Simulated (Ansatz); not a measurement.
# CrCuO2: the cost of one run

Method: DFT PBE, scalar-relativistic, plane waves, PAW, in Ansatz 0.2.0.

## (1) Starting point

The structure is trigonal, space group R-3m (No. 166). The conventional cell has a = 3.012 Å, b = 3.012 Å, c = 17.113 Å, α = 90.00°, β = 90.00°, γ = 120.00°. Cr (site symmetry -3m) is surrounded by 6 O at 2.00 Å. Cu (site symmetry -3m) is surrounded by 2 O at 1.86 Å. O (site symmetry 3m) has 1 Cu at 1.86 Å and 3 Cr at 2.00 Å as nearest neighbours.

As a file:

```
CELL_PARAMETERS angstrom
1.50621 0.86961 5.70417
-1.50621 0.86961 5.70417
0.00000 -1.73922 5.70417
ATOMIC_POSITIONS crystal
Cr 0.50000 0.50000 0.50000
Cu 0.00000 0.00000 0.00000
O 0.10843 0.10843 0.10843
O 0.89157 0.89157 0.89157
```

This cell comes from an earlier session at PBE: 11.207 Å³/atom at 0.02 GPa, on a 14×14×14 mesh.

## (2) Ferrimagnetic, in the cell as typed

File input.yaml:

```yaml
crystal:
  lattice:
    - [1.5062100737, 0.8696107915, 5.7041722486]
    - [-1.5062100737, 0.8696107915, 5.7041722486]
    - [0.0, -1.739221583, 5.7041722486]
  atoms:
    - { symbol: Cr, position: [0.5, 0.5, 0.5], spin: 4.0 }
    - { symbol: Cu, position: [0.0, 0.0, 0.0], spin: -1.0 }
    - { symbol: O, position: [0.1084322852, 0.1084322852, 0.1084322852] }
    - { symbol: O, position: [0.8915677148, 0.8915677148, 0.8915677148] }
basis:
  ecutwfc: 420
  ecutrho_ratio: 4
kpoints:
  mp_grid: { grid: [14, 14, 14] }
hamiltonian:
  xc: pbe
scf:
  occupations: { method: gaussian, width: 0.05 }
  lower_state_search: "off"
output:
  forces: true
  stress: true
  eigenvalues: true
  populations: true
magnetization:
  spin_polarized: true
```

The run is started by

```
ansatz run input.yaml --threads 4 --pin off --max-ram 10240MiB --backend cpu --events-out ev --progress --plain --runs-dir out
```

What time and memory should one allow on 4 threads of Intel Xeon Platinum 8488C (Sapphire Rapids), shared host?

About 17 s, with a peak of 0.86 GiB.
